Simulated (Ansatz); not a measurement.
Runs of Ansatz 0.2.0 on SnTe. The structure is cubic, space group Fm-3m (No. 225). The conventional cell has a = 6.302 Å, b = 6.302 Å, c = 6.302 Å, α = 90.00°, β = 90.00°, γ = 90.00°. Around Te (site symmetry m-3m) lie 6 Sn at 3.15 Å. Sn (site symmetry m-3m) is surrounded by 6 Te at 3.15 Å. 

```csv
task,level,spin,k mesh,cutoff (eV),smearing,points for each segment of the path,q mesh,atoms under strain,gap on the mesh (eV),pressure (GPa),V0 of scaled cells (Å³/atom),B0 (GPa)
band structure,LDA,off,7 × 7 × 7,420,fermi-dirac 0.05 eV,14,-,-,-,-1.6,-,-
phonons,PBEsol,off,6 × 6 × 6,420,fixed,8,2 × 2 × 2,-,0.14,-,-,-
elastic constants,PBEsol,off,6 × 6 × 6,420,fixed,-,-,relaxed,0.14,-0.4,-,-
band structure,r2SCAN,off,7 × 7 × 7,500,fermi-dirac 0.05 eV,14,-,-,-,(a),-,-
Born charges,PBEsol,off,6 × 6 × 6,420,fixed,-,-,-,0.14,-,-,-
equation of state,LDA,off,7 × 7 × 7,420,fermi-dirac 0.05 eV,-,-,-,-,-,30.25,50
band structure,PBEsol,"SOC, no magnetisation",7 × 7 × 7,420,fermi-dirac 0.05 eV,14,-,-,-,-0.4,-,-
band structure,PBE,off,7 × 7 × 7,420,fermi-dirac 0.05 eV,14,-,-,-,(c),-,-
equation of state,PBE,off,7 × 7 × 7,420,fermi-dirac 0.05 eV,-,-,-,-,-,(b),40
equation of state,r2SCAN,off,7 × 7 × 7,500,fermi-dirac 0.05 eV,-,-,-,-,-,32.30,44
```

Alike in all rows: potentials or basis Ansatz PAW; cell as given.

Task: Estimate the missing entries.

Result: (a) 1.5; (b) 32.87; (c) 2.2.

Caveats: spin-orbit coupling is left out, which moves the levels of the heavy elements (some runs); the PAW data sets come from PBE, with cores solved anew for the run's functional, which leaves a small shift of forces and pressure (some runs); some modes are imaginary (some runs); the PAW data sets were made with another functional, which shifts forces and pressure a little (some runs).

A k mesh can miss the band edges, and rows without SOC leave out spin-orbit coupling on Sn, Te.
